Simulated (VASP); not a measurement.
Crystal: Ir.

```
CELL_PARAMETERS angstrom
0.00000 1.91560 1.91560
1.91560 0.00000 1.91560
1.91560 1.91560 0.00000
ATOMIC_POSITIONS crystal
Ir 0.00000 0.00000 0.00000
```

Base run:

- Program: VASP 6.6.1
- Functional: PBEsol
- Potentials or basis: VASP PAW PBE potentials, release 64 (Ir)
- Cutoff: 500 eV
- k mesh: 12 × 12 × 12
- Occupations: gaussian, width 0.02 eV
- Spin: no spin polarisation

Its results: band gap on the k mesh none (metal or under the smearing width); pressure 0.2 GPa.

Q: The run is repeated on the same cell with these changes: functional from PBEsol to RPBE; cutoff from 500 eV to 520 eV; further incar settings from ALGO = Normal; EDIFF = 1e-06; NBANDS = 10 to ALGO = Fast; EDIFF = 1e-06; NBANDS = 10. What comes out?

A: Band gap on the k mesh none (metal or under the smearing width); pressure 15.7 GPa.

Caveats: the PAW data sets were made with another functional, which shifts forces and pressure a little (some runs); so large a pressure means that the cell lies far from this level's equilibrium, or that cutoff or potentials fall short (some runs); the potentials were made for another functional, which shifts forces and pressure (some runs).

Not every run made on this cell is shown here.
